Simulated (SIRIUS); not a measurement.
## Mg: equation of state with PBE

Mg:

```xyz
2
Lattice="3.2093 0.0000 0.0000 -1.6046 2.7793 0.0000 0.0000 0.0000 5.2103" Properties=species:S:1:pos:R:3 pbc="T T T"
Mg    1.6047    0.9264    3.9077
Mg    0.0000    1.8529    1.3026
```

- Program: SIRIUS 7.10.0
- Task: equation of state
- Functional: PBE
- Potentials or basis: PseudoDojo 0.4.1 PBE standard (scalar relativistic)
- Cutoff: 1152 eV
- Density cutoff: 4606 eV
- k mesh: 10 × 10 × 5
- Occupations: fermi-dirac, width 0.05 eV
- Spin: no spin polarisation

```yaml
Equilibrium_volume: 23.03 Å³/atom
Bulk_modulus_at_fixed_shape_and_positions: 35 GPa
Pressure_derivative_of_the_bulk_modulus: 4.2
```

Energy against volume, from the lowest point:
```csv
volume (Å³/atom),energy (meV/atom)
21.843,7.18
22.308,2.43
22.772,0.11
23.237,0.00
23.702,1.89
24.167,5.55
24.631,10.83
```

All runs of the series together: 5.1 min on 1 thread of Arm Neoverse V2, with other jobs on the host.

Caveat: the cell was scaled at fixed shape and fractional positions, which overstates the stiffness of a crystal with free parameters, most of all of layers and chains.
